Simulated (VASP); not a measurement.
Runs of VASP 6.6.1 on Ir. The structure is hexagonal, space group P6_3/mmc (No. 194). The conventional cell has a = 2.718 Å, b = 2.718 Å, c = 4.439 Å, α = 90.00°, β = 90.00°, γ = 120.00°. Ir (site symmetry -6m2) is surrounded by 12 Ir at 2.72 Å. This isn't the form of Ir at room conditions, which is fcc.

```csv
task,level,potentials or basis,cell,k mesh,cutoff (eV),mesh quality,gap on the mesh (eV),pressure (GPa),relaxed volume (Å³/atom)
relaxation of cell and atoms,PBEsol,"VASP PAW PBE potentials, release 64 (Ir)",relaxed,18 × 18 × 10,300,not flagged,none,0.0,(a)
relaxation of cell and atoms,PBE+D3(BJ),"VASP PAW PBE potentials, release 64 (Ir)",relaxed,18 × 18 × 10,600,not flagged,none,0.0,14.25
relaxation of cell and atoms,PBE,"VASP PAW PBE potentials, release 64 (Ir)",relaxed,18 × 18 × 10,600,not flagged,none,0.0,14.59
relaxation of cell and atoms,RPBE,"VASP PAW PBE potentials, release 64 (Ir)",relaxed,18 × 18 × 10,600,not flagged,none,0.0,14.76
relaxation of cell and atoms,PBEsol,"VASP PAW PBE potentials, release 64 (Ir)",relaxed,6 × 6 × 4,600,coarse,none,0.0,14.15
single point,PBEsol,"VASP PAW PBE potentials, release 64 (Ir)",as given,18 × 18 × 10,520,not flagged,none,(b),-
relaxation of cell and atoms,PBEsol,"VASP PAW PBE potentials, release 64 (Ir)",relaxed,18 × 18 × 10,580,not flagged,none,0.0,14.15
relaxation of cell and atoms,PBEsol,"VASP PAW PBE potentials, release 64 (Ir)",relaxed,18 × 18 × 10,600,not flagged,none,0.0,14.15
relaxation of cell and atoms,LDA,"VASP PAW LDA potentials, release 64 (Ir)",relaxed,18 × 18 × 10,600,not flagged,none,0.0,13.99
```

Alike in all rows: no spin polarisation; smearing gaussian 0.1 eV.

Fill in the values left out.

(a) 14.12; (b) -1.4.

Caveats: some runs use coarse meshes; the PAW data sets were made with another functional, which shifts forces and pressure a little (some runs); pairwise dispersion overbinds metals, which lowers pressure and volume (some runs).

A k mesh can miss the band edges, and the runs leave out spin-orbit coupling on Ir.

A gap of «none» marks a metal or a gap under the smearing width.
